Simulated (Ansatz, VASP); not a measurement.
TePb: 3 runs at one level of theory

The starting cell:

```
Pb Te
1.0
     0.00000    3.23100    3.23100
     3.23100    0.00000    3.23100
     3.23100    3.23100    0.00000
Pb Te
1 1
Direct
  0.00000 0.00000 0.00000
  0.50000 0.50000 0.50000
```

Alike in all runs: task relaxation of cell and atoms; functional BLYP; k mesh 7 × 7 × 7; occupations fermi-dirac, width 0.05 eV; no spin polarisation; no spin-orbit coupling.

| program and potentials | plane-wave cutoff (eV) | notes | equilibrium volume (Å³/atom) |
| --- | --- | --- | --- |
| Ansatz, Ansatz PAW | 420 | potentials made for PBE, which Ansatz adapts in part; 15 valence electrons an atom on average | 38.21 |
| Ansatz, all-electron LAPW, scalar-relativistic | - | - | 38.21 |
| VASP, PBE PAW files Pb_d, Te, 600 eV | 600 | potentials made for PBE; 10 valence electrons an atom on average | 38.29 |

The equilibrium volume spans 38.21 (Ansatz, all-electron LAPW, scalar-relativistic) to 38.29 Å³/atom (VASP, PBE PAW files Pb_d, Te, 600 eV), with all-electron results at 38.21. Some sets were made for another functional than the one run, which can shift their rows. Relaxations stop with a little pressure left, so the last digit of a volume isn't settled.

The functional is the same throughout but for its coding, so the spread measures potentials, basis and numerics; runs on potential files found faulty are left out.
